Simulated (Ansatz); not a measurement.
Here is the system:

Starting cell, BeO (wurtzite):

```yaml
crystal:
  lattice:
    - [2.69049, 0.00000, 0.00000]
    - [-1.34524, 2.33003, 0.00000]
    - [0.00000, 0.00000, 4.36988]
  atoms:
    - { symbol: Be, position: [0.66667, 0.33333, 0.00145] }
    - { symbol: Be, position: [0.33333, 0.66667, 0.50145] }
    - { symbol: O, position: [0.66667, 0.33333, 0.62375] }
    - { symbol: O, position: [0.33333, 0.66667, 0.12375] }
```

In each cell atom 3 (O, nearest neighbour Be at 1.643 Å; its periodic images, 2.7 Å or more away, move with it) moves by s·(-0.819, 0.473, -0.325) (towards the nearest neighbour), the rest being held.

These are r2SCAN (plane waves to 500 eV, PAW, scalar-relativistic; Ansatz, a program for electronic structure) values and carry that method's errors. k mesh 11×11×6 (Γ-centred), Fermi-Dirac smearing 0.05 eV. E stands for the smeared free energy. Left out: 1 of 11 points, with atoms too close for the PAW data. BeO was relaxed with its symmetry unable to fall. The zero of ΔE is the undisplaced structure.

The scan covers s from -0.490 to 0.392 Å in 10 points.

Task: Is the energy the same for displacements of ±0.392 Å, and if not, which side lies higher?

Result: Not even: the positive side lies higher at ±0.392 Å. With its periodic images moving along, the atom's site symmetry in this cell is 3m..

Task: What is the energy change at s = 0.392 Å?

Result: 2030 meV/cell.

Task: What force acts on the atom along the line at s = -0.490 Å?

Result: 2.10 eV/Å.

Task: What is the force constant k = d²E/ds² of this move at s = 0?

Result: 13.5 eV/Å².

(For displaced atoms, the force is minus the slope of the energy, and its curvature is a force constant, which sets phonon frequencies.)
